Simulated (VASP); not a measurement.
Wanted: the native input for a VASP 6.6.1 run.

* Task: relaxation of the atoms
* Functional: PBE
* Potentials or basis: VASP PAW PBE potentials, release 64 (Ta_pv, C_s)
* Cutoff: 300 eV
* k mesh: 7 × 7 × 7
* Occupations: methfessel-paxton, width 0.1 eV
* Spin: no spin polarisation
* Further INCAR settings: ALGO = Normal; EDIFF = 1e-07; IBRION = 2; EDIFFG = -0.01; NSW = 40

The structure of TaC lies in POSCAR:

```
TaC                                     
1.0
    0.0000000000      2.1911334774      2.1911334774
    2.1911334774      0.0000000000      2.1911334774
    2.1911334774      2.1911334774      0.0000000000
  Ta              C             
     1     1
Direct
     0.0000000000000000    0.0000000000000000    0.0000000000000000
     0.5000000000000000    0.5000000000000000    0.5000000000000000
```

The cell isn't the ideal one: a relaxed cell with its volume scaled by 0.94.

These files were run (other wordings do the same):

INCAR

```
ALGO     = Normal         # electronic algorithm
EDIFF    = 1E-7           # SCF threshold, eV
EDIFFG   = -0.01          # ionic threshold
ENCUT    = 300            # plane-wave cutoff, eV
GGA      = PE             # functional
IBRION   = 2              # ionic algorithm
ISIF     = 2              # what is computed and relaxed
ISMEAR   = 1              # smearing method
LASPH    = True           # aspherical terms in the spheres
LCHARG   = False          # write CHGCAR
LREAL    = False          # projectors in reciprocal space
LWAVE    = False          # write WAVECAR
NELM     = 80             # most SCF steps
NSW      = 40             # ionic steps
PREC     = Accurate       # precision mode
SIGMA    = 0.1            # smearing width, eV
```

KPOINTS

```
k-points
0
Gamma
  7 7 7
```

Potentials or basis: VASP PAW PBE potentials, release 64 (Ta_pv, C_s).

Command:

```sh
$ cat potpaw_PBE.64/Ta_pv/POTCAR potpaw_PBE.64/C_s/POTCAR > POTCAR
$ mpirun -np 1 vasp_std > vasp.out
```

It gave:

```
Band gap on the k mesh : none (metal or under the smearing width)
```

Caveat: the relaxation stopped at its first step, so nothing moved.

It took 3.8 s on 1 thread of Intel(R) Xeon(R) Platinum 8259CL CPU @ 2.50GHz (Skylake/Cascade Lake) (shared host), peak memory 0.11 GiB.
